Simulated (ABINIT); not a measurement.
# C: single point with AM05

C:

```xyz
2
Lattice="0.0000 1.7834 1.7834 1.7834 0.0000 1.7834 1.7834 1.7834 0.0000" Properties=species:S:1:pos:R:3 pbc="T T T"
C     2.6751    2.6751    2.6751
C     1.7834    1.7834    1.7834
```

This isn't the form of C at room conditions, which is graphite.

```json
{
 "Program": "ABINIT 10.8.3 (patched build)",
 "Task": "single point",
 "Functional": "AM05",
 "Potentials or basis": "JTH PAW PBE v2.0",
 "Cutoff": "626 eV",
 "k mesh": "13 × 13 × 13",
 "Occupations": "fermi-dirac, width 0.05 eV",
 "Spin": "no spin polarisation"
}
```

```json
{
 "Pressure": "-6.6 GPa",
 "Band gap on the k mesh": "4.02 eV, indirect (least direct gap 5.52 eV)"
}
```

Levels at points of the mesh, in eV from the valence-band top:
```
           k point  band 2  band 3  band 4  band 5  band 6  band 7
(0.00, 0.00, 0.00)    0.00    0.00    0.00    5.52    5.52    5.52
```

Wall time 12 s on 1 thread of Arm Neoverse V1, on a shared host, peak memory 0.08 GiB.

Caveat: the PAW data sets were made with another functional, which shifts forces and pressure a little; an odd mesh through Γ misses points on the zone boundary, where band edges often lie; the atomic spheres overlap.
